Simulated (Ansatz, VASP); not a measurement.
**One calculation of PtSe2, two programs**

```xyz
6
Lattice="5.7813 0.0000 0.0000 0.0000 5.7813 0.0000 0.0000 0.0000 4.0240" Properties=species:S:1:pos:R:3 pbc="T T T"
Pt    0.0000    0.0000    0.0000
Pt    2.8906    2.8906    2.0120
Se    1.7942    1.7942    0.0000
Se    3.9871    3.9871    0.0000
Se    4.6849    1.0964    2.0120
Se    1.0964    4.6849    2.0120
```

Alike in both runs: task electric field gradients; functional PBE; k mesh 5 × 5 × 8; occupations fermi-dirac, width 0.05 eV; no spin polarisation.

|  | VASP | Ansatz |
| --- | --- | --- |
| version | VASP 6.6.1 | Ansatz 0.2.0 |
| potentials or method | VASP PAW PBE potentials, release 64 (Pt, Se) | PAW with Ansatz's default frozen-core files, scalar-relativistic |
| plane-wave cutoff (eV) | 520 | 420 |
| valence electrons in the cell | 44 | 100 |

```tsv
	VASP	Ansatz	Ansatz less VASP
pressure (GPa)	0.0	0.0	+0.03
Vzz of the field gradient on the site that differs most (V/Å²)	-99.9	-34.0	+65.87
```

The two sets of potentials don't hold the same shells in valence. Ansatz warned: «gradients_without_spin_orbit».

The runs have no spin-orbit coupling, so splittings on Pt are missing.
